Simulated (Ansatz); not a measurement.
**Response to strain in NaCl**

Start from NaCl in the rock salt structure (space group Fm-3m, No. 225).

```
CELL_PARAMETERS angstrom
      0.00000     2.80073     2.80073
      2.80073     0.00000     2.80073
      2.80073     2.80073     0.00000
ATOMIC_POSITIONS crystal
  Na 0.00000 0.00000 0.00000
  Cl 0.50000 0.50000 0.50000
```

Cartesian axes are those of the cell as printed.

Strains are applied to the cell and any free atomic positions relax; under biaxial strain the out-of-plane vector relaxes too.

Computed with Kohn–Sham DFT with the PBEsol functional, run in Ansatz (an electronic-structure program) with PAW and 420 eV plane waves, spin-orbit coupling left out.

Notes on the quantities. pressure: mean of the normal stresses, compression positive; energy relative to the base: free energy F.

```json
[
 {"variant": "base", "pressure": "0.01 GPa", "energy relative to the base": "0 meV/atom", "out-of-plane strain": "–"},
 {"variant": "biaxial strain −3.00 %, plane normal [001], relaxed out of plane", "pressure": "1.53 GPa", "energy relative to the base": "[?]", "out-of-plane strain": "+1.34 %"},
 {"variant": "biaxial strain −2.00 %, plane normal [001], relaxed out of plane", "pressure": "0.95 GPa", "energy relative to the base": "+3.7 meV/atom", "out-of-plane strain": "+0.88 %"},
 {"variant": "biaxial strain −1.50 %, plane normal [001], relaxed out of plane", "pressure": "[?]", "energy relative to the base": "+2.1 meV/atom", "out-of-plane strain": "+0.66 %"},
 {"variant": "biaxial strain −1.00 %, plane normal [001], relaxed out of plane", "pressure": "0.44 GPa", "energy relative to the base": "+0.9 meV/atom", "out-of-plane strain": "+0.44 %"},
 {"variant": "biaxial strain +1.00 %, plane normal [001], relaxed out of plane", "pressure": "-0.38 GPa", "energy relative to the base": "+0.8 meV/atom", "out-of-plane strain": "-0.39 %"},
 {"variant": "biaxial strain +1.50 %, plane normal [001], relaxed out of plane", "pressure": "-0.55 GPa", "energy relative to the base": "+1.8 meV/atom", "out-of-plane strain": "[?]"},
 {"variant": "biaxial strain +2.00 %, plane normal [001], relaxed out of plane", "pressure": "-0.71 GPa", "energy relative to the base": "+3.1 meV/atom", "out-of-plane strain": "-0.79 %"},
 {"variant": "biaxial strain +2.50 %, plane normal [001], relaxed out of plane", "pressure": "[?]", "energy relative to the base": "+4.7 meV/atom", "out-of-plane strain": "-0.98 %"},
 {"variant": "biaxial strain +3.00 %, plane normal [001], relaxed out of plane", "pressure": "-0.99 GPa", "energy relative to the base": "+6.6 meV/atom", "out-of-plane strain": "-1.17 %"}
]
```

Fill in the withheld entries from the trend.


- biaxial strain −3.00 %, plane normal [001], relaxed out of plane, energy relative to the base: +8.7 meV/atom
- biaxial strain −1.50 %, plane normal [001], relaxed out of plane, pressure: 0.69 GPa
- biaxial strain +1.50 %, plane normal [001], relaxed out of plane, out-of-plane strain: -0.59 %
- biaxial strain +2.50 %, plane normal [001], relaxed out of plane, pressure: -0.85 GPa

Stability against distortions was not tested.
